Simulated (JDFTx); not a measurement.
Zn:

```
Zn
1.0
     2.67000    0.00000    0.00000
    -1.33500    2.31229    0.00000
     0.00000    0.00000    4.96600
Zn
2
Cartesian
  1.3350 0.7708 3.7245
  0.0000 1.5415 1.2415
```

| Property | Result |
| --- | --- |
| Program | JDFTx 1.7.0 (patched build) |
| Task | relaxation of cell and atoms |
| Functional | PBE |
| Dispersion | D3 |
| Potentials or basis | PseudoDojo-SR-PBE-0.5-standard with smoothed tails |
| Cutoff | 1143 eV |
| Density cutoff | 9143 eV |
| k mesh | 9 × 9 × 5 |
| Occupations | fermi-dirac, width 0.05 eV |
| Spin | no spin polarisation |

At the start: pressure -4.8 GPa; volume 15.33 Å³/atom.

**Question.** How do energy, volume and symmetry change on relaxing?

**Answer.** Over 9 steps the energy falls by 41.2 meV/atom and the volume is 14.79 Å³/atom (-3.6 %); space group P6_3/mmc (No. 194, to 0.05 Å).

Step by step:
| step | energy change (eV) | largest force (eV/Å) | pressure (GPa) | volume (Å³) |
| --- | --- | --- | --- | --- |
| 1 | 0.0000 | 0.0000 | -4.82 | 30.66 |
| 2 | -0.0203 | 0.0000 | -3.44 | 30.04 |
| 3 | -0.0509 | 0.0000 | 0.35 | 28.80 |
| 4 | -0.0689 | 0.0000 | 0.89 | 28.86 |
| 5 | -0.0809 | 0.0000 | 0.68 | 29.47 |
| 6 | -0.0816 | 0.0000 | -0.80 | 29.81 |
| 7 | -0.0824 | 0.0000 | -0.04 | 29.58 |
| 8 | -0.0824 | 0.0000 | 0.00 | 29.57 |
| 9 | -0.0824 | 0.0000 | -0.02 | 29.57 |

Final structure:
```xyz
2
Lattice="2.5629 0.0000 0.0000 -1.2814 2.2195 0.0000 0.0000 0.0000 5.1984" Properties=species:S:1:pos:R:3 pbc="T T T"
Zn    1.2814    0.7398    3.8988
Zn    0.0000    1.4797    1.2996
```

Caveat: pairwise dispersion overbinds metals, which lowers pressure and volume.
